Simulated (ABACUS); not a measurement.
Runs of ABACUS 3.10.1 on Sn. Symmetry: Fd-3m, No. 227, cubic system. The conventional cell has a = 6.467 Å, b = 6.467 Å, c = 6.467 Å, α = 90.00°, β = 90.00°, γ = 90.00°. Sn (site symmetry -43m) is surrounded by 4 Sn at 2.80 Å. This isn't the form of Sn at room conditions, which is tetragonal (white tin).

```csv
level,V0 of scaled cells (Å³/atom),B0 (GPa)
PBEsol+D3,(a),(b)
PBEsol,35.28,42
PBEsol+D3(BJ),34.18,45
PBEsol+D3(BJ)+ABC,34.26,45
```

Alike in all rows: task equation of state; potentials or basis PseudoDojo NC SR 0.4.1 PBE standard, plane waves; no spin polarisation; cell as given; k mesh 5 × 5 × 5; cutoff (eV) 993; smearing fermi-dirac 0.05 eV.

Problem. Fill in the values left out.

Solution. (a) 34.76; (b) 44.

Caveats: the potentials were made for another functional, which shifts forces and pressure.
